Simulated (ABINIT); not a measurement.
Runs of ABINIT 10.8.3 (patched build) on Mo. It takes space group Im-3m (No. 229, cubic). Conventional cell: a = 3.168 Å, b = 3.168 Å, c = 3.168 Å, α = 90.00°, β = 90.00°, γ = 90.00°. Around Mo (site symmetry m-3m) lie 8 Mo at 2.74 Å. 

| task | level | potentials or basis | cell | k mesh | cutoff (eV) | smearing | cell freedom (optcell) | optimiser (ionmov) | cutoff smearing ecutsm (Ha) | force stop (Ha/bohr) | bands in the sums | gap on the mesh (eV) | pressure (GPa) |
| --- | --- | --- | --- | --- | --- | --- | --- | --- | --- | --- | --- | --- | --- |
| relaxation of cell and atoms | PBE | SPMS NC PBE v1.0 | relaxed | 9 × 9 × 9 | 599 | fermi-dirac 0.05 eV | 2 | 2 | 0.5 | 2e-05 | - | none | 0.0 |
| single point | PBE+D3 | PseudoDojo NC SR PBE v0.4.1 standard | as given | 9 × 9 × 9 | 952 | fermi-dirac 0.05 eV | - | - | - | - | - | none | -9.7 |
| optical spectrum | LDA | PseudoDojo NC SR LDA v0.4.1 standard | as given | 16 × 16 × 16, with 2 shifts | 952 | methfessel-paxton 0.136 eV | - | - | - | - | 19 | - | -14.6 |
| optical spectrum | LDA | PseudoDojo NC SR LDA v0.4.1 standard | as given | 16 × 16 × 16, with 2 shifts | 952 | cold (ABINIT) 0.1 eV | - | - | - | - | 15 | - | -14.6 |
| single point | LDA | PseudoDojo NC SR LDA v0.4.1 standard | as given | 9 × 9 × 9 | 952 | fermi-dirac 0.05 eV | - | - | - | - | - | none | -15.0 |
| phonons at a zone-boundary q | PBE+D3 | PseudoDojo NC SR PBE v0.4.1 standard | as given | 14 × 14 × 14 | 952 | cold (ABINIT) 0.2 eV | - | - | - | - | - | none | (a) |

Alike in all rows: no spin polarisation.

Question: Fill in the values left out.

Answer: (a) -8.7.

Caveats: pairwise dispersion overbinds metals, which lowers pressure and volume (some runs); the intraband (Drude) term is left out (some runs); spectra need much finer meshes, so this one isn't converged (some runs).

A k mesh can miss the band edges, and the runs leave out spin-orbit coupling on Mo.

A gap of «none» marks a metal or a gap under the smearing width.

Not every run made on this cell is shown here.
